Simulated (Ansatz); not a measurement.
KCl, space group Fm-3m, cell relaxations under several functionals

Computed with Ansatz 0.2.0, Python API.

Notebook, run cell by cell (the value of a cell's last expression is shown):

```python
import ansatz as az
import numpy as np

def edges_and_angles(cell):
    cell = np.asarray(cell)
    a, b, c = np.linalg.norm(cell, axis=1)
    cosines = cell[1] @ cell[2] / (b * c), cell[0] @ cell[2] / (a * c), cell[0] @ cell[1] / (a * b)
    return (a, b, c, *np.degrees(np.arccos(cosines)))
```

```python
lattice = az.Lattice.of(
    [0.0, 3.14647, 3.14647],
    [3.14647, 0.0, 3.14647],
    [3.14647, 3.14647, 0.0],
)
sites = [
    ("K", [0.0, 0.0, 0.0]),
    ("Cl", [0.5, 0.5, 0.5]),
]
system = az.Crystal(lattice=lattice)
for symbol, position in sites:
    system = system.atom(symbol, position)
```

```python
setup = (
    system.calculation()
    .basis(470, xc_grid=1)
    .accuracy("medium")
    .kpoints(length=16)
    .occupations("Fixed")
    .scf(tolerance=1e-07, max_iterations=100, algorithm="density_mixing")
    .relax(cell=True)
)
```

```python
levels = [("pbesol", "none"), ("r2scan", "rvv10"), ("pbe", "d3bj")]
print("level            a       b       c    alpha   beta  gamma  V/atom  steps")
for name, dispersion in levels:
    seen = []
    run = setup.functional(name, dispersion=dispersion).session().plan()
    done = run.execute(on_event=lambda e: seen.append(e) if e["event"] == "relax_step" else None)
    cell = done.lattice.cell_ang
    label = name if dispersion == "none" else f"{name}+{dispersion}"
    print("{:13s} {:7.4f} {:7.4f} {:7.4f} {:6.2f} {:6.2f} {:6.2f}".format(label, *edges_and_angles(cell)), f"{abs(np.linalg.det(cell)) / len(done.lattice.sites):7.3f} {len(seen):5d}")
```

    level            a       b       c    alpha   beta  gamma  V/atom  steps
    DeckWarning: relax.cell: scf.convergence.dr2_threshold = 1e-7 eV (the SCF's general default) is looser than the 2e-10 eV advised for a relaxation that steers and ends on the stress (1e-10 eV for each atom of the cell: 2). What an SCF threshold leaves in a stress goes as its square root, and in the free energy as the threshold itself, and one threshold admits the most on a small cell: of the [...]
    pbesol         4.4143  4.4143  4.4143  60.00  60.00  60.00  30.412     4
    DeckWarning: basis.ecutwfc = 470 eV is below the records' recommended 500 eV, and the density's cutoff is lower with it unless basis.ecutrho_ratio is high enough to keep the records' density cutoff: compare with a run at a higher cutoff
    r2scan+rvv10   4.4082  4.4082  4.4082  60.00  60.00  60.00  30.286     4
    pbe+d3bj       4.4295  4.4295  4.4295  60.00  60.00  60.00  30.727     4

From smallest to largest: r2SCAN+RVV10 (30.29 Å³ an atom, -2.8 % against the start), PBEsol (30.41 Å³ an atom, -2.4 % against the start) and PBE+D3BJ (30.73 Å³ an atom, -1.4 % against the start). The spread is 1.5 % in volume.

Reading the output:
- The settings weren't tested for convergence.
- The cutoff lies under the one recommended for these potentials in some of the runs.
- Forces vanish by symmetry, so the ions can't move, and the end may be a saddle.
- The k-point mesh is coarse, and energy and stress weren't tested for convergence.
- Edges and angles are those of the cell as typed, here a primitive one, not of the conventional cell.
- xc_grid=1 is under the default for a meta-GGA and makes forces and stresses depend on the grid.
- The structure is a deposited one; some such entries were measured under pressure or heat, so a shift against it needn't be the functional's error alone.
- Warnings are shown shortened and without file and line.
- Wall time of the script: 7.3 s on 1 thread of Intel(R) Xeon(R) Platinum 8488C (Sapphire Rapids), on a shared host, peak memory 0.44 GiB.

(Lines on the test bed's own set-up are left out of the output.)
